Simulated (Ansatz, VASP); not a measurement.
# Two plane-wave programs on SiGe

INCAR

```
SYSTEM = SiGe
PREC = Accurate
ENCUT = 520
EDIFF = 1E-7
ISMEAR = -1
SIGMA = 0.05
LREAL = .False.
LASPH = .True.
NELM = 100
ALGO = Normal
ISIF = 2
LWAVE = .False.
LCHARG = .False.
GGA = PS
NBANDS = 26
```

The input KPOINTS:

```
regular mesh
0
Gamma
  8 8 4
  0 0 0
```

File POSCAR:

```
SiGe
1.0
    3.9558315499      0.0000000000      0.0000000000
   -1.9779157750      3.4258506153      0.0000000000
    0.0000000000      0.0000000000      6.5356714585
Ge Si
2 2
Direct
    0.3333333333      0.6666666667      0.0003920000
    0.6666666667      0.3333333333      0.5003920000
    0.3333333333      0.6666666667      0.3746070000
    0.6666666667      0.3333333333      0.8746070000
```

The input input.yaml:

```yaml
crystal:
  lattice:
    - [3.9558315499, 0.0, 0.0]
    - [-1.977915775, 3.4258506153, 0.0]
    - [0.0, 0.0, 6.5356714585]
  atoms:
    - { symbol: Ge, position: [0.3333333333, 0.6666666667, 0.000392] }
    - { symbol: Ge, position: [0.6666666667, 0.3333333333, 0.500392] }
    - { symbol: Si, position: [0.3333333333, 0.6666666667, 0.374607] }
    - { symbol: Si, position: [0.6666666667, 0.3333333333, 0.874607] }
hamiltonian:
  xc: pbesol
  pseudopotentials: { kind: paw }
kpoints:
  mp_grid: { grid: [8, 8, 4] }
scf:
  occupations: { method: fermi_dirac, width: 0.05 }
output:
  forces: true
  stress: true
  eigenvalues: true
  write_density: true
  write_potential: true
  elf: true
  volumetric_format: npy
```

Change from the starting cell: volume scaled by 1.04.

Alike in both runs: task single point; functional PBEsol; k mesh 8 × 8 × 4; occupations fermi-dirac, width 0.05 eV; no spin polarisation.

|  | VASP | Ansatz |
| --- | --- | --- |
| version | VASP 6.6.1 | Ansatz 0.2.0 |
| potentials or method | VASP PAW PBE potentials, release 64 (Ge_d, Si) | Ansatz PAW |
| plane-wave cutoff (eV) | 520 | 420 |
| valence electrons in the cell | 36 | 36 |

Ansatz gave:

| Quantity | Value |
| --- | --- |
| gap on the k mesh at the Fermi level (eV) | 0.29 |
| least direct gap on the mesh (eV) | 0.29 |
| pressure (GPa) | -3.1 |
| largest component of the traceless stress (GPa) | 0.12 |

Question: Estimate VASP's values.

Answer: gap on the k mesh at the Fermi level (eV): 0.30; least direct gap on the mesh (eV): 0.30; pressure (GPa): -3.1; largest component of the traceless stress (GPa): 0.13.

Caveats: the PAW data sets were made with another functional, which shifts forces and pressure a little (VASP); the PAW data sets come from PBE, with cores solved anew for the run's functional, which leaves a small shift of forces and pressure (Ansatz). A k mesh can miss the band edges.
